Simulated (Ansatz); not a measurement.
# BaF2: the gap from level to level

A database entry relaxed whole under r2SCAN at zero pressure (Fm-3m, No. 225):

```yaml
crystal:
  lattice:
    - [0.00000, 3.09757, 3.09757]
    - [3.09757, 0.00000, 3.09757]
    - [3.09757, 3.09757, 0.00000]
  atoms:
    - { symbol: Ba, position: [0.00000, 0.00000, 0.00000] }
    - { symbol: F, position: [0.25000, 0.25000, 0.25000] }
    - { symbol: F, position: [0.75000, 0.75000, 0.75000] }
```

Its volume is 19.81 Å³ an atom, -0.2 % against the entry's 19.86, which is old or was flagged in a check.

Single points on this cell with plane-wave PAW DFT (Ansatz 0.2.0; r2SCAN 500 eV, hybrids 420 eV; fermi-dirac occupations of width 0.020 eV; no moments): r2SCAN on a 8×8×8 Γ-centred mesh; r2SCAN with spin-orbit coupling on a 8×8×8 Γ-centred mesh; HSE06 on a 8×8×8 Γ-centred mesh; PBE0 on a 8×8×8 Γ-centred mesh.

Question: What does each level give for gap and charges?

Answer: The runs give:

```tsv
level	gap (eV), or kind	pressure (GPa)	Bader charge of Ba (e)	Bader charge of F (e)
r2SCAN	7.41	0.0	+1.72	-0.86
r2SCAN with spin-orbit coupling	7.40	0.0	+1.72	-0.86
HSE06	8.77	0.3	+1.74	-0.87
PBE0	9.53	0.3	+1.74	-0.87
```

Under r2SCAN the gap is 7.41 eV, over mesh and band path. HSE06 moves it by +1.35 eV and PBE0 by +2.12 eV; PBE0 keeps its exact exchange at long range, which widens the gap over HSE06's by 0.77 eV on their common mesh. Spin-orbit coupling moves the r2SCAN gap by -0.01 eV.

Caveats: the relaxation kept the start's symmetry; HSE06 is read on its mesh and at the zone's corners, PBE0 on its mesh alone; hybrid pressures are good to a few tenths of a GPa; pressure is positive in compression.
